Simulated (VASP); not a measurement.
Wanted: the native input for a VASP 6.6.1 run.

```yaml
Task: relaxation of cell and atoms
Functional: rev-vdW-DF2
Potentials_or_basis: VASP PAW PBE potentials, release 64 (Te)
Cutoff: 600 eV
k_mesh: 9 × 9 × 6
Occupations: gaussian, width 0.03 eV
Spin: no spin polarisation
Further_INCAR_settings: ALGO = Normal; EDIFF = 1e-07; IBRION = 2; EDIFFG = -0.005; NSW = 90; ISIF = 3
```

The structure of Te lies in POSCAR:

```
Te                                      
1.0
    4.3951736928      0.0000000000      0.0000000000
   -2.1975868464      3.8063320735      0.0000000000
    0.0000000000      0.0000000000      6.0093508225
  Te            
     3
Direct
     0.2793194254561217    0.0000000000000000    0.3333333300000021
     0.9999999999999831    0.2793194254560878    0.6666666699999979
     0.7206805745438952    0.7206805745439121    1.0000000000000000
```

These files were run (other wordings do the same):

INCAR

```
  PREC = Accurate
  ENCUT = 600
  EDIFF = 1E-7
  ISMEAR = 0
  SIGMA = 0.03
  LREAL = F
  LASPH = T
  NELM = 80
  ALGO = Normal
  ISIF = 3
  LWAVE = F
  LCHARG = F
  GGA = MK
  LUSE_VDW = T
  AGGAC = 0.0
  PARAM1 = 0.1234
  PARAM2 = 0.711357
  ZAB_VDW = -1.8867
  IBRION = 2
  NSW = 90
  EDIFFG = -0.005
```

KPOINTS

```
Automatic mesh
0
Gamma
  9 9 6
```

Potentials or basis: VASP PAW PBE potentials, release 64 (Te).

Launch:

```sh
$ cat potpaw_PBE.64/Te/POTCAR > POTCAR
$ mpirun -np 1 vasp_std > vasp.out
```

It gave:

- Relaxed volume: 33.50 Å³/atom
- Relaxed cell: a = 4.397 Å, b = 4.397 Å, c = 6.002 Å, α = 90.00°, β = 90.00°, γ = 120.00°
- Space group after relaxing (to 0.05 Å): P3_121 (No. 152)
- Energy gained by relaxing: 0.0 meV/atom
- Ionic steps: 4
- Pressure after relaxing: 0.0 GPa
- Largest force after relaxing: 0.004 eV/Å
- Band gap on the k mesh: 0.05 eV, direct

Caveat: the PAW data sets were made with another functional, which shifts forces and pressure a little; spin-orbit coupling is left out, which moves the levels of the heavy elements; an odd mesh through Γ misses points on the zone boundary, where band edges often lie.

It took 5.2 min on 1 thread of Intel(R) Xeon(R) 6975P-C (Granite Rapids), on a shared host, peak memory 0.62 GiB.
